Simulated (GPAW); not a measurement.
# CoO (P3m1) in GPAW: further runs, part 2 of 2

GPAW 26.7.0. The steps go on from the part before.

### Step 3. Equation of state, LDA, collinear spin, ferromagnetic start

The input, run.py:

```python
from ase import Atoms
from ase.eos import EquationOfState
from ase.io import Trajectory
from ase.units import GPa
from gpaw import GPAW, PW

atoms = Atoms(['Co', 'Co', 'O', 'O'],
              cell=[[3.1976457435, 0.0, 0.0],
                    [-1.5988228718, 2.7692424462, 0.0],
                    [0.0, 0.0, 5.22870971]],
              scaled_positions=[[0.3333333333, 0.6666666667, 0.50336241],
                                [0.0, 0.0, 0.00347414],
                                [0.3333333333, 0.6666666667, 0.8715556],
                                [0.0, 0.0, 0.37160885]],
              pbc=True)
atoms.set_initial_magnetic_moments([2.0, 2.0, 0.0, 0.0])

traj = Trajectory('eos.traj', 'w')
volumes, energies = [], []
for x in [0.94, 0.96, 0.98, 1.0, 1.02, 1.04, 1.06]:
    a = atoms.copy()
    a.set_cell(atoms.cell * x**(1 / 3), scale_atoms=True)
    calc = GPAW(mode=PW(800),
                xc='LDA',
                kpts={'size': (6, 6, 4), 'gamma': True},
                occupations={'name': 'fermi-dirac', 'width': 0.05},
                nbands=30,
                convergence={'density': 1e-05, 'energy': 1e-05},
                maxiter=150,
                txt=f'eos-{x:.2f}.txt')
    a.calc = calc
    energies.append(a.get_potential_energy(force_consistent=True))
    volumes.append(a.get_volume())
    p = -a.get_stress()[:3].mean() / GPa
    calc.write(f'eos-{x:.2f}.gpw')
    traj.write(a)
    print(f'{x:.2f} {volumes[-1]:10.4f} A^3 {energies[-1]:14.6f} eV {p:9.3f} GPa', flush=True)

v0, e0, B = EquationOfState(volumes, energies, eos='birchmurnaghan').fit()
print(f'V0 = {v0:.4f} A^3, E0 = {e0:.6f} eV, B0 = {B / GPa:.2f} GPa')
```

Potentials or basis: the program's PAW data sets (release 1.2.1) made for this functional, pw.

The run is started by

```bash
OMP_NUM_THREADS=1 python run.py
```

Log:

```text
__  _  _
 | _ |_)|_||  |
 |__||  | ||/\| - 26.7.0

Input parameters:
  mode=PW(ecut=800.0),
  convergence={'density': 1e-05, 'energy': 1e-05},
  kpts=MonkhorstPack(size=(6, 6, 4), gamma=True),
  maxiter=150,
  nbands=30,
  occupations=Occupations(name='fermi-dirac', width=0.05),
  xc=XC(name='LDA')

Diagonalizing LCAO Hamiltonian
Converting LCAO to pw mode

         O

         Co

       O

       Co

Atoms  # Å, Bohr magnetons
|   | symbol |         x |        y |        z |    initial magnetic moments |
|---|--------|-----------|----------|----------|-----------------------------|
| 0 |     Co | -0.000000 | 1.808474 | 2.578208 | ( 0.0000,  0.0000,  2.0000) |
| 1 |     Co |  0.000000 | 0.000000 | 0.017794 | ( 0.0000,  0.0000,  2.0000) |
| 2 |      O | -0.000000 | 1.808474 | 4.464083 | ( 0.0000,  0.0000,  0.0000) |
| 3 |      O |  0.000000 | 0.000000 | 1.903370 | ( 0.0000,  0.0000,  0.0000) |

Unit cell  # Å
| periodic |         x |        y |        z |  lengths |     angles |
|----------|-----------|----------|----------|----------|------------|
|      yes |  3.132369 | 0.000000 | 0.000000 | 3.132369 |  90.000000 |
|      yes | -1.566185 | 2.712711 | 0.000000 | 3.132369 |  90.000000 |
|      yes |  0.000000 | 0.000000 | 5.121971 | 5.121971 | 120.000000 |

Number of symmetries: 6
Symmetry operations  # r_c * U_cc + t_c -> r_c
|   | kind |            matrix            |
|---|------|------------------------------|
| 0 |  σ   |  1, 1, 0,  0,-1, 0,  0, 0, 1 |
| 1 |  E   |  1, 0, 0,  0, 1, 0,  0, 0, 1 |
| 2 |  C3  |  0, 1, 0, -1,-1, 0,  0, 0, 1 |
| 3 |  σ   |  0,-1, 0, -1, 0, 0,  0, 0, 1 |
| 4 |  σ   | -1, 0, 0,  1, 1, 0,  0, 0, 1 |
| 5 |  C3  | -1,-1, 0,  1, 0, 0,  0, 0, 1 |

BZ-sampling:
  Number of BZ points: 144
  Number of IBZ points: 24

  Monkhorst-Pack size: [6, 6, 4]
  Monkhorst-Pack shift: [0.08333333333333333, 0.08333333333333333, 0.125]

K-points  # in reciprocal-cell coordinates
|     |                                coordinates |     weight |
|-----|--------------------------------------------|------------|
|   0 | (  0.00000000,   0.00000000,   0.00000000) | 0.00694444 |
[... 95 lines left out ...]
  Maximum mixing coefficient: 0.75
  Old densities: 10
  SVD Regularization: 0.005
  Good broyden scale: 1.0
  Trust region scale: 1.0
  Backstep threshold: 4.0
  History deletion threshold: 6.0
  Fourier metric: weight=20.0, sigma=0.015

occupation numbers:
  Fermi-Dirac:
    width: 0.0500  # eV

poisson solver:
  ecut: 6400.0  # eV

xc functional:
  name: None

convergence criteria:
- Maximum integral of absolute [dens]ity change: 1e-05 electrons / valence electron
- Maximum [total energy] change in last 3 cyles: 1e-05 eV / valence electron
- Maximum integral of absolute [eigenst]ate change: 4e-08 eV^2 / valence electron
maximum number of iterations: 150

SCF iterations
|iter     | |      energy | eigst |  dens |  magmom |
|---------|-|-------------|-------|-------|---------|
|iter:   1| |  -34.269776 | +0.24 |       |  +4.0027|
|iter:   2| |  -33.886748 | -1.65 | -0.88 |  +4.0441|
|iter:   3| |  -32.976457 | -1.57 | -0.94 |  +4.1328|
|iter:   4| |  -32.969731 | -2.70 | -1.39 |  +4.0878|
|iter:   5| |  -33.106852 | -2.75 | -1.49 |  +4.0731|
|iter:   6| |  -32.960896 | -2.87 | -1.19 |  +4.0574|
|iter:   7| |  -32.962116 | -3.36 | -1.89 |  +4.0209|
|iter:   8| |  -32.963431 | -4.85 | -2.34 |  +4.0001|
|iter:   9| |  -32.964531 | -4.28 | -2.47 |  +3.9512|
|iter:  10| |  -32.964863 | -4.98 | -2.79 |  +3.9321|
|iter:  11| |  -32.965125 | -5.32 | -2.87 |  +3.9194|
|iter:  12| |  -32.965483 | -5.48 | -2.94 |  +3.8927|
|iter:  13| |  -32.966151 | -5.36 | -3.07 |  +3.8475|
|iter:  14| |  -32.966861 | -5.30 | -3.13 |  +3.8004|
|iter:  15| |  -32.966815 | -6.23 | -3.31 |  +3.8050|
|iter:  16| |  -32.966950c| -6.13 | -3.65 |  +3.7923|
|iter:  17| |  -32.966948c| -7.54c| -4.28 |  +3.7929|
|iter:  18| |  -32.966955c| -7.90c| -4.85 |  +3.7923|
|iter:  19| |  -32.966957c| -8.58c| -5.19c|  +3.7921|

Converged in 19 steps
Energy contributions relative to reference atoms: (reference = -79732.349545)

Energy contributions:
  Kinetic:          42.567397
  Coulomb:         -39.668048
  Zero:              0.302968
  External:          0.000000
  Xc:              -36.148986
  Entropy:          -0.040577
  Spinorbit:         0.000000
  ----------------------------
  Free energy:     -32.987246
  Extrapolated:    -32.966957

dipole moment: (-10.581346, -13.753125, -12.142146)  # |e|*Ang

Total magnetic moment: (0.000000, 0.000000, 3.792077)

Local magnetic moments
|        x |        y |        z |
|----------|----------|----------|
| 0.000000 | 0.000000 | 1.635550 |  # Co   0
| 0.000000 | 0.000000 | 1.636775 |  # Co   1
| 0.000000 | 0.000000 | 0.138717 |  # O    2
| 0.000000 | 0.000000 | 0.138607 |  # O    3

Fermi level: 6.886
Eigenvalues  # (at kpt = [0.000, 0.000, 0.000])
| band index |      eig [eV] | occ [0-1] |      eig [eV] | occ [0-1] |
|------------|---------------|-----------|---------------|-----------|
|          0 |       -13.399 |     1.000 |       -13.078 |     1.000 |
|        ... |               |           |               |           |
|          6 |         0.939 |     1.000 |         1.560 |     1.000 |
|          7 |         0.939 |     1.000 |         1.560 |     1.000 |
|          8 |         4.695 |     1.000 |         5.972 |     1.000 |
|          9 |         4.695 |     1.000 |         5.973 |     1.000 |
|         10 |         4.833 |     1.000 |         6.546 |     0.999 |
|         11 |         5.132 |     1.000 |         6.566 |     0.998 |
[... 8 lines left out ...]
|         20 |        14.211 |     0.000 |        14.681 |     0.000 |
|         21 |        20.897 |     0.000 |        21.313 |     0.000 |
|        ... |               |           |               |           |
|         29 |        26.822 |     0.000 |        27.219 |     0.000 |

No gap
No difference between direct/indirect transitions

Stress tensor  # eV/Ang^3
|        x |         y |         z |
|----------|-----------|-----------|
| 0.101606 |  0.000000 |  0.000000 |
| 0.000000 |  0.101606 | -0.000000 |
| 0.000000 | -0.000000 |  0.050196 |

# Writing to eos-0.94.gpw (mode='')
```

stdout:

```text
0.94    43.5225 A^3     -32.987246 eV   -13.534 GPa
0.96    44.4485 A^3     -32.918848 eV   -10.841 GPa
0.98    45.3745 A^3     -32.854896 eV   -12.226 GPa
1.00    46.3005 A^3     -32.779974 eV   -14.369 GPa
1.02    47.2265 A^3     -32.692872 eV   -16.335 GPa
1.04    48.1525 A^3     -32.595295 eV   -18.033 GPa
1.06    49.0786 A^3     -32.488094 eV   -19.609 GPa
RuntimeError: Optimal parameters not found: Number of calls to function has reached maxfev = 1000.
```

eos-0.96.txt:

```text
SCF iterations
|iter     | |      energy | eigst |  dens |  magmom |
|---------|-|-------------|-------|-------|---------|
|iter:   1| |  -34.201938 | +0.21 |       |  +4.0027|
|iter:   2| |  -33.810640 | -1.65 | -0.86 |  +4.0530|
|iter:   3| |  -32.895886 | -1.56 | -0.92 |  +4.2139|
|iter:   4| |  -32.902143 | -2.65 | -1.41 |  +4.2243|
|iter:   5| |  -32.971930 | -2.86 | -1.41 |  +4.2278|
[... 67 lines left out ...]
|         29 |        26.299 |     0.000 |        26.809 |     0.000 |

No gap
No difference between direct/indirect transitions

Stress tensor  # eV/Ang^3
|        x |        y |        z |
|----------|----------|----------|
| 0.079492 | 0.000000 | 0.000000 |
| 0.000000 | 0.079492 | 0.000000 |
| 0.000000 | 0.000000 | 0.044013 |

# Writing to eos-0.96.gpw (mode='')
```

Wall time 5.7 min (1 thread of AMD EPYC 9R45 (Zen 5), shared host); peak memory 0.56 GiB.

What came out:

```yaml
Equilibrium_volume: outside the volumes run
```

Energy against volume, from the lowest point:
```tsv
volume (Å³/atom)	energy (meV/atom)
10.881	0.00
11.112	17.10
11.344	33.09
11.575	51.82
11.807	73.59
12.038	97.99
12.270	124.79
```

Caveat: the k mesh is coarse (spacing up to 0.38 Å⁻¹), so the values aren't converged.
